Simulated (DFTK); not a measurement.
## PbS: single point with PBE

The system is PbS.

```
Pb S
1.0
     4.08970    0.00000    0.00000
    -2.04485    3.54178    0.00000
     0.00000    0.00000    3.78817
Pb S
1 1
Direct
  0.00000 0.00000 0.00000
  0.66667 0.33333 0.50000
```

Measurements of this composition are mostly on another form, of space group No. 225.

```yaml
Program: DFTK 0.8.2
Task: single point
Functional: PBE
Potentials_or_basis: dojo.nc.sr.pbe.v0_4_1.standard.upf (PBE)
Cutoff: 925 eV
k_mesh: 8 × 8 × 7
Occupations: fermi-dirac, width 0.05 eV
Spin: no spin polarisation
Valence_electrons: Pb 14, S 6
SCF_tolerance_on_the_density: 1e-06
```

- Pressure: 0.1 GPa
- Band gap on the k mesh: 0.21 eV, indirect (least direct gap 1.64 eV)

Levels at points of the mesh, in eV from the valence-band top:
| k point | band 6 | band 7 | band 8 | band 9 | band 10 | band 11 | band 12 | band 13 | band 14 | band 15 |
| --- | --- | --- | --- | --- | --- | --- | --- | --- | --- | --- |
| (0.00, 0.00, 0.00) | -13.06 | -6.37 | -2.06 | -1.58 | -1.58 | 3.54 | 3.54 | 5.37 | 6.58 | 7.18 |
| (-0.50, 0.00, 0.00) | -11.97 | -8.37 | -2.59 | -1.70 | -1.07 | 2.02 | 4.02 | 5.35 | 5.50 | 10.99 |

Run time: 5.8 min on 1 thread of Intel(R) Xeon(R) Platinum 8259CL CPU @ 2.50GHz (Skylake/Cascade Lake) (shared host), peak memory 1.9 GiB.

Caveat: spin-orbit coupling is left out, which as a rule narrows the gap of such compounds by several tenths of an eV; an odd mesh through Γ misses points on the zone boundary, where band edges often lie.
